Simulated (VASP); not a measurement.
# PbSe, energy along a vibration (SMASS = -2): which settings are enough?

PbSe, Pm-3m (no. 221), atoms displaced along the mode, 2 atoms in the cell. R2SCAN, energy along a line of displacements; PAW potentials Pb, Se (PBE set). VASP 6.6.1.

Wanted: harmonic frequency within 1 %.

Space group without the displacement: Pm-3m (no. 221); Mode: optical mode at Gamma along [111].

POSCAR:
```
PbSe
1.0
    3.7843220000      0.0000000000      0.0000000000
    0.0000000000      3.7843220000      0.0000000000
    0.0000000000      0.0000000000      3.7843220000
Pb Se
1 1
Direct
   -0.0033680869     -0.0033680869     -0.0033680869
    0.5088370112      0.5088370112      0.5088370112

    0.0031864814   0.0031864814   0.0031864814
   -0.0083605240  -0.0083605240  -0.0083605240
```

The series start from k mesh: 4 × 4 × 4; Cutoff (eV): 280; Step along the mode (Å): 0.02; Electronic threshold (eV): 1e-7. Each series keeps the choices made before it, and each single choice may use up half of a tolerance.

## k mesh

| k mesh | Harmonic frequency (THz) | Time (s) |
|---|---|---|
| 2 × 2 × 2 | -3.829 | 52 |
| 3 × 3 × 3 | -2.399 | 49 |
| 4 × 4 × 4 | -2.685 | 69 |
| 5 × 5 × 5 | -2.664 | 90 |
| 6 × 6 × 6 (reference) | -2.615 | 166 |

Chosen: 6 × 6 × 6; the next looser run is off by more than half of the tolerance, so convergence isn't shown beyond this value.

## Cutoff (eV)

| Cutoff (eV) | Harmonic frequency (THz) | Time (s) |
|---|---|---|
| 150 | -2.469 | 70 |
| 180 | -2.471 | 152 |
| 210 | -2.507 | 133 |
| 250 | -2.634 | 125 |
| 280 | -2.615 | 166 |
| 320 (reference) | -2.613 | 152 |

Chosen: 280, the loosest value from which every tighter one stays within half of the tolerance.

## Electronic threshold (eV)

| Electronic threshold (eV) | Harmonic frequency (THz) | Time (s) |
|---|---|---|
| 0.001 | -2.645 | 66 |
| 0.0001 | -2.621 | 68 |
| 1e-5 | -2.616 | 106 |
| 1e-6 | -2.615 | 129 |
| 1e-7 | -2.615 | 166 |
| 1e-8 (reference) | -2.615 | 176 |

Chosen: 0.0001.

## All choices together

| Input | Harmonic frequency (THz) | Time (s) |
|---|---|---|
| defaults on a coarse mesh (naive) | -1.955 | 4.4 |
| chosen settings | -2.621 | 68 |
| reference settings throughout | -2.62 | 148 |

The chosen settings stay within the tolerance of the reference run, but the reference itself isn't shown to be converged in: k mesh.

## The input

INCAR:
```
METAGGA = R2SCAN
LMIXTAU = T
PREC = Accurate
ENCUT = 280
EDIFF = 1E-4
ALGO = Normal
LREAL = F
LASPH = T
ISMEAR = 0
SIGMA = 0.03
ISYM = 0
LWAVE = F
LCHARG = F
IBRION = 0
SMASS = -2
POTIM = 1
NSW = 9
NELMIN = 4
IWAVPR = 11
KPAR = 2
```

KPOINTS:
```
Automatic mesh
0
Gamma
  6 6 6
  0 0 0
```

Commands:
```
cat potpaw_PBE.64/Pb/POTCAR potpaw_PBE.64/Se/POTCAR > POTCAR
mpirun -np 2 vasp_std > vasp.out
```

Limits: NELMIN = 4 forces that many electronic steps, so a loose EDIFF looks better here than it is.

The chosen input took VASP 6.6.1 68 s on 2 cores (Intel Xeon Platinum 8375C @ 2.90GHz (Ice Lake)), a shared host.

## An input that fails: POTIM multiplies the typed steps tenfold

It runs to its end, but against the unchanged starting input it is off by 2381 % in the harmonic frequency.

Changes against the starting input:
```
- POTIM = 1
+ POTIM = 10
```
